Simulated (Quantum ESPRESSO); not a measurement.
Ta, 1 atom in the cell. Symmetry: Im-3m, No. 229, cubic system. Conventional cell: a = 3.303 Å, b = 3.303 Å, c = 3.303 Å, α = 90.00°, β = 90.00°, γ = 90.00°. Ta (site symmetry m-3m) is surrounded by 8 Ta at 2.86 Å. 

```yaml
Program: Quantum ESPRESSO 7.5
Task: phonons
Functional: PBE
Dispersion: D2
Potentials_or_basis: SPMS 1.0 PBE
Cutoff: 707 eV
Density_cutoff: 2830 eV
k_mesh: 11 × 11 × 11
Occupations: cold, width 0.2 eV
Spin: no spin polarisation
Mixing_beta: 0.5
Most_SCF_iterations: 120
SCF_threshold: 2e-10 Ry
```

Potentials or basis: SPMS 1.0 PBE.

Launch:

```bash
$ OMP_NUM_THREADS=1 pw.x -in pw.in > pw.out
$ OMP_NUM_THREADS=1 pw.x -in relax.in > relax.out
$ OMP_NUM_THREADS=1 pw.x -in scf2.in > scf2.out
$ OMP_NUM_THREADS=1 ph.x -in ph.in > ph.out
```

Hardware: 1 thread of Intel(R) Xeon(R) Platinum 8259CL CPU @ 2.50GHz (Skylake/Cascade Lake), with other jobs on the host.

Question: How long does it take, and how much memory?

Answer: Wall time 2.7 min on 1 thread of Intel(R) Xeon(R) Platinum 8259CL CPU @ 2.50GHz (Skylake/Cascade Lake), with other jobs on the host, peak memory 0.09 GiB. Counts: scf iterations 38, k pools 1, bands 12, ion steps 4, k points 56, g dense 6099.
